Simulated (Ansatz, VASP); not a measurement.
SnTe: VASP beside Ansatz

The input INCAR:

```
PREC = Accurate
ENCUT = 520
EDIFF = 1E-6
ISMEAR = 0
SIGMA = 0.1
LREAL = False
LASPH = True
NELM = 100
ALGO = Normal
ISIF = 2
LWAVE = False
LCHARG = False
GGA = CA
NBANDS = 17
```

Contents of KPOINTS:

```
regular mesh
0
Gamma
  6 6 6
```

Contents of POSCAR:

```
SnTe
1.0
    0.0000000000      3.1565000000      3.1565000000
    3.1565000000      0.0000000000      3.1565000000
    3.1565000000      3.1565000000      0.0000000000
Sn Te
1 1
Direct
    0.0000000000      0.0000000000      0.0000000000
    0.5000000000      0.5000000000      0.5000000000
```

Input for Ansatz:

```yaml
crystal:
  lattice:
    - [0.0, 3.1565, 3.1565]
    - [3.1565, 0.0, 3.1565]
    - [3.1565, 3.1565, 0.0]
  atoms:
    - { symbol: Sn, position: [0.0, 0.0, 0.0] }
    - { symbol: Te, position: [0.5, 0.5, 0.5] }
basis:
  ecutwfc: 420
kpoints:
  mp_grid: { grid: [6, 6, 6] }
hamiltonian:
  xc: lda
scf:
  occupations: { method: gaussian, width: 0.1 }
output:
  forces: true
  stress: true
  eigenvalues: true
```

Alike in both runs: task single point; functional LDA; k mesh 6 × 6 × 6; occupations gaussian, width 0.1 eV; no spin polarisation.

|  | VASP | Ansatz |
| --- | --- | --- |
| version | VASP 6.6.1 | Ansatz 0.2.0 |
| potentials or method | VASP PAW LDA potentials, release 64 (Sn_d, Te) | scalar-relativistic, plane waves, PAW |
| plane-wave cutoff (eV) | 520 | 420 |
| valence electrons in the cell | 20 | 30 |

```tsv
	VASP	Ansatz	Ansatz less VASP
gap on the k mesh at the Fermi level (eV)	0.10	0.09	-0.013
least direct gap on the mesh (eV)	0.10	0.09	-0.013
pressure (GPa)	-1.7	-1.7	-0.03
```

The two sets of potentials don't hold the same shells in valence.

Caveats: spin-orbit coupling is left out, which moves the levels of the heavy elements.
